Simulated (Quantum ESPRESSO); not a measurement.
**SiO2: single point with rPW86PBE+rVV10**

Crystal: SiO2.

```
Si O
1.0
     2.62334    4.77675    4.44167
    -2.62334    4.77675    4.44167
    -2.62334   -4.77675    4.44167
Si O
4 8
Cartesian
  -2.6233 0.8083 5.8191
  -2.6233 3.9685 5.8191
  0.0000 0.8083 7.5059
  0.0000 3.9685 7.5059
  0.0000 0.0000 0.0000
  -2.6233 0.0000 4.4417
  -3.9350 0.4125 6.6625
  -1.3117 4.3643 6.6625
  -1.3117 -0.4125 2.2208
  -1.3117 0.4125 6.6625
  0.0000 2.3884 7.8235
  -2.6233 2.3884 5.5016
```

The cell comes from a database or a generator and needn't be the stable form of this composition.

```yaml
Program: Quantum ESPRESSO 7.5
Task: single point
Functional: rPW86PBE
Dispersion: rVV10
Potentials_or_basis: SG15 PBE 1.2
Cutoff: 952 eV
Density_cutoff: 3810 eV
k_mesh: 5 × 5 × 5
Occupations: methfessel-paxton, width 0.2 eV
Spin: no spin polarisation
```

```
Largest force          : 0.298 eV/Å
Band gap on the k mesh : 5.20 eV, direct
```

Forces in eV/Å, atoms in the order of the input:
```
Si   0.000  0.000  0.008
Si   0.000  0.000  0.008
Si   0.000  0.000 -0.008
Si   0.000  0.000 -0.008
O    0.000  0.000  0.000
O    0.000  0.000  0.000
O    0.000 -0.222  0.000
O    0.000  0.222  0.000
O    0.000  0.222  0.000
O    0.000 -0.222  0.000
O    0.000  0.000  0.298
O    0.000  0.000 -0.298
```

Levels at points of the mesh, in eV from the valence-band top:
```
           k point  band 28  band 29  band 30  band 31  band 32  band 33  band 34  band 35  band 36  band 37
(0.00, 0.00, 0.00)    -1.23    -1.03    -0.71    -0.43     0.00     5.20     8.11     8.78     8.89     9.00
```

It took 8.8 min on 1 thread of Arm Neoverse V2 (shared host), peak memory 0.67 GiB.

Caveat: the potentials were made for another functional, which shifts forces and pressure; this smearing can shift energies of a crystal with a gap; an odd mesh through Γ misses points on the zone boundary, where band edges often lie.
